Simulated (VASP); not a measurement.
In PbTe (rock salt type) the Pb atom of the primitive cell, with all its periodic images, is moved by 0.06 Å along [111].

```
Pb Te
1.0
     0.00000    3.28500    3.28500
     3.28500    0.00000    3.28500
     3.28500    3.28500    0.00000
Pb Te
1 1
Cartesian
  0.0346 0.0346 0.0346
  3.2850 3.2850 3.2850
```

Level of theory: VASP 6.6.1, PBE, plane waves, standard recommended PAW potentials.

Cutoff 309 eV; orbitals from an earlier step on the same cell; potentials Pb_d Te; PREC = Accurate; k-mesh 4×4×4 Γ-centred; Fermi–Dirac smearing of 0.05 eV; no spin polarisation; no spin–orbit coupling.

(1) What force results?

## Answers

(1) The force on it along the displacement is 0.0293 eV/Å, a force constant of -0.49 eV/Å². It is negative: the force pushes the atom further, so on this mesh the structure is unstable along this displacement. On a mesh this coarse the force constant of so soft a mode can lie far from its converged value, in sign too.

```
atom  Fx (eV/Å)  Fy (eV/Å)  Fz (eV/Å)
 Pb1     0.0169     0.0169     0.0169
 Te2    -0.0169    -0.0169    -0.0169
```

Where the force pushes the moved atom further off its site, the soft mode may be real or faked by the k-mesh. The k-mesh is modest, so these values aren't fully converged in k. Spin–orbit coupling is left out, which matters for 6p elements such as Tl, Pb and Bi.
